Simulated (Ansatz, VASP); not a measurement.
## Al: VASP beside Ansatz

```
Al
1.0
     2.81653    0.00000    0.00000
     0.00000    3.98318    0.00000
     0.00000    0.00000   17.40830
Al
2
Direct
  0.25000 0.25000 0.47170
  0.75000 0.75000 0.52830
```

Alike in both runs: functional LDA; k mesh 14 × 10 × 1; occupations fermi-dirac, width 0.08 eV; no spin polarisation.

Ansatz relaxed the structure, and its values are those at the end. VASP's run is a single point on that final structure, the one shown.

|  | VASP | Ansatz |
| --- | --- | --- |
| version | VASP 6.6.1 | Ansatz 0.2.0 |
| potentials or method | VASP PAW LDA potentials, release 64 (Al), cutoff 520 eV | all-electron LAPW, scalar-relativistic |

VASP gave:

| Item | Value |
| --- | --- |
| rms of the force components (eV/Å) | 0.004 |

Problem. What did Ansatz give for the same quantities?

Solution. rms of the force components (eV/Å): 0.000.

Ansatz ran all-electron here, so the differences hold the error of VASP's frozen core and of both bases.
